A mesh with nine divisions along each reciprocal axis looks ample for a crystal with two atoms in its cell. The gap between the highest filled and the lowest empty level on that mesh should then be close to the true gap, and should follow it when the crystal is squeezed. For lead selenide both expectations fail. At the smallest volume the mesh gives a gap of 0.63 eV, while levels computed along lines through the Brillouin zone leave only 0.065 eV.

PbSe (space group Fm-3m) at several fixed volumes, computed with Ansatz 0.2.0 using all-electron LAPW and the PBE functional, scalar-relativistic and without spin polarisation. The runs use a Γ-centred 9×9×9 k mesh, Fermi–Dirac smearing of 0.01 eV and a basis error target of 0.25 meV/atom. Both gaps are taken from levels along lines through the Brillouin zone.

| volume (Å³/atom) | shortest distance (Å) | band gap (eV) | smallest direct gap on path (eV) |
| --- | --- | --- | --- |
| 26.990 | 3.000 | 0.065 | 0.065 |
| 27.564 | 3.021 | 0.146 | 0.146 |
| 28.139 | 3.042 | 0.221 | 0.221 |
| 28.426 | 3.052 | 0.256 | 0.256 |
| 28.713 | 3.062 | 0.290 | 0.290 |
| 29.000 | 3.072 | 0.323 | 0.323 |
| 29.287 | 3.082 | 0.354 | 0.354 |
| 29.862 | 3.102 | 0.414 | 0.414 |
| 30.436 | 3.122 | 0.469 | 0.469 |

The table prints the gap found along the lines; the mesh values come from the same runs and are listed in the output after this text. No outside reference is needed to decide between them. For a given crystal potential, any limited set of wave vectors may miss the highest filled or the lowest empty level, so the gap it gives can be too large but never too small. The smaller value is therefore nearer the gap that this potential really has, and the mesh gap is too large in all nine rows. The excess is 0.57 eV at the smallest volume and 0.31 eV at the largest.

The cause lies in where the band edges sit. In the lead salts they are known to lie at the point L, halfway along a reciprocal lattice vector. The runs do not name the point of the smallest gap, but L fits, and the zone centre Γ is ruled out by a separation of 6.9 eV there at 27.564 Å³ per atom. A mesh that starts at Γ and has nine divisions contains the fractions 4/9 and 5/9 but not 1/2. It steps over L, and its nearest point lies one ninth of the way from L to Γ.

Orbital phases show why L is special. Each Se atom has Pb neighbours on opposite sides. At L the wave has opposite signs on these two neighbours, which suits a Se 4p orbital, whose two lobes also differ in sign. The filled Pb 6s orbitals then couple fully to Se 4p and push the top of the valence band up. At Γ the two neighbours carry equal signs and this coupling cancels.

Between Se 4p and the empty Pb 6p orbitals the rule is reversed. Their coupling cancels at L and is strong at Γ, where it drives filled and empty levels far apart. A small step away from L already switches some of it on, in proportion to the length of the step. The bands therefore separate steeply around L, and a near miss in wave vector becomes a large error in energy.

The same picture explains the trend with volume. Expansion weakens the push of Pb 6s on the valence edge at L, so that edge sinks relative to the conduction edge and the gap opens. The deeper Se 4s orbitals push the conduction edge up at L in a similar way. That push weakens too, which works against the opening, but it is expected to change less. Compression does the opposite and brings the two edges together. This assignment is established chemistry of the lead salts; the runs give no orbital weights that would test it directly. The levels at Γ are at least consistent with it. There the push of Pb 6s is absent, and the separation shrinks on expansion, from 6.87 eV at 27.564 Å³ per atom to 6.32 eV at 29.862 Å³, as expected when the coupling between Se 4p and Pb 6p weakens. The coupling is not the whole cause. Over the same step the Pb 5p semicore level at Γ falls by 1.42 eV and the Se 3d level by 1.20 eV, so the Pb levels sink by about 0.2 eV relative to the Se levels. That shift narrows the separation at Γ and is expected to work against the opening at L.

A two-level model turns the argument into numbers. Let E be the gap at L and D the separation that the coupling alone would cause at the nearest mesh point. The tiny smearing entropy of the runs supports placing both band edges of the mesh there. It has the size expected if each edge occurs at eight of the 729 mesh points, and eight is the number of mesh points next to the four L points. Two levels that are E apart and are coupled with strength D/2 end up separated by

mesh gap = √(E² + D²).

One value of D, 0.6265 eV, was obtained as a root-mean-square average over all nine rows. At the largest volume E is 0.469 eV, so the model gives √(0.469² + 0.6265²) ≈ 0.783 eV, against 0.776 eV on the mesh.

That row belongs to the fit and is the one the model describes worst, yet it misses by only 0.007 eV. If the two bands were instead independent parabolas with fixed masses, the mesh would add nearly the same excess at every volume, and a constant excess misses by up to 0.15 eV. The comparison supports coupled bands without proving which orbitals do the coupling. D also absorbs the influence of more distant bands, so its small changes with volume should not be interpreted.

The formula shows why the error is worst where the gap is smallest. When E is much smaller than D, the mesh gap is almost equal to D and hardly notices E. Quantities derived from the gap suffer as well. Averaged over the series, a volume increase of one per cent opens the gap by about 0.034 eV along the lines but by only 0.012 eV on the mesh. Anyone who used the mesh values to predict how the gap responds to pressure would find PbSe almost three times too insensitive on average: more than five times between the two smallest volumes, and about twice near zero pressure.

A familiar safety check cannot expose the error. The electronic entropy from smearing is negligible in every run, which usually signals a clean separation of filled and empty states. It says only that the levels on the mesh lie far from the Fermi level on the scale of the smearing, not how wide the gap is. With the Fermi level in mid-gap, the conduction edge at L would be about 4 per cent occupied at the smallest volume and far less at the others. Since L stands for a small share of the zone, the entropy is expected to stay small even on a mesh that contains it.

Making an odd mesh finer is a slow cure, because it approaches L without reaching it. The model suggests that an error of 0.01 eV would take roughly 60 divisions at the largest volume and 150 at the smallest. These are extrapolations, as no other mesh was run. An even number of divisions starting at Γ contains L, and so does a suitable line through the zone.

Better sampling leaves a second failure untouched, and this one cannot be recognised from the gaps. The calculation omits spin–orbit coupling, which is strong in Pb 6p. It mixes the conduction edge with higher Pb 6p levels and pushes it down, which narrows the gap by a few tenths of an eV; that size is a rough recalled figure. The correction is as large as the gaps themselves.

Suppose that it lowered the gap equally at all volumes. A lowering of 0.2 eV would close the gap near 28.0 Å³ per atom, and one of 0.4 eV near 29.7 Å³, both within the table. Below the closing volume the two edges would have changed places, and further compression would widen the gap again. The steady trend in the table is thus a result of the calculation without spin–orbit coupling, not a safe prediction for compressed PbSe.

This also bears on an apparent success. At 28.713 Å³ per atom the computed gap is 0.29 eV, close to the roughly 0.3 eV recalled for real PbSe at room temperature. That volume is near the measured one, as recalled, yet there the computed crystal is still under a pressure of 2.3 GPa, and at its own zero-pressure volume the gap would be about 0.43 eV. PBE is known to underestimate gaps, while the missing spin–orbit coupling leaves this one too wide. The agreement is probably a cancellation of these two errors and is no evidence that the method describes the gap correctly.

Output of the analysis:

```
Gaps in eV:
     row  path gap  mesh gap  mesh less path  D of this row  two-band model  constant excess model
   26.99     0.065    0.6314          0.5664         0.6281          0.6299                  0.479
  27.564     0.146    0.6461          0.5001         0.6294          0.6433                   0.56
  28.139     0.221     0.667           0.446         0.6294          0.6643                  0.635
  28.426     0.256    0.6791          0.4231          0.629          0.6768                   0.67
  28.713      0.29     0.692           0.402         0.6283          0.6904                  0.704
    29.0     0.323    0.7054          0.3824         0.6271          0.7049                  0.737
  29.287     0.354    0.7193          0.3653         0.6261          0.7196                  0.768
  29.862     0.414    0.7476          0.3336         0.6226          0.7509                  0.828
  30.436     0.469    0.7761          0.3071         0.6183          0.7826                  0.883
Largest excess of the mesh gap, most compressed row (eV): 0.5664
Smallest excess of the mesh gap, most expanded row (eV): 0.3071
Mesh gap over path gap, most compressed row: 9.714
Mesh gap over path gap, most expanded row: 1.655
Rise of path gap over the whole series (eV): 0.404
Rise of mesh gap over the whole series (eV): 0.1446
Path gap, mean change per unit of ln(volume) (eV): 3.362
Mesh gap, mean change per unit of ln(volume) (eV): 1.204
Common constant D of the two-band model (eV): 0.6265
Rms miss of the two-band model (eV): 0.002984
Largest miss of the two-band model (eV): 0.006542
Rms miss of the constant excess model (eV): 0.07686
Largest miss of the constant excess model (eV): 0.1524
Distance from L to nearest mesh point, most compressed row (1/angstrom): 0.1008
Separation of band edges at Gamma, row 27.564 (eV): 6.865
Odd mesh divisions for 0.01 eV error, most compressed row, model estimate: 150.7
Odd mesh divisions for 0.01 eV error, most expanded row, model estimate: 57.91
Occupation of conduction edge from path gap, most compressed row, mid-gap Fermi level: 0.03733
Occupation of conduction edge from mesh gap, same row: 1.946e-14
Volume where a rigid lowering by 0.2 eV would close the gap (cubic angstrom per atom): 27.98
Volume where a rigid lowering by 0.4 eV would close the gap (cubic angstrom per atom): 29.73
Volume of zero pressure, interpolated (cubic angstrom per atom): 30.05
Path gap at zero pressure, interpolated (eV): 0.4321
```
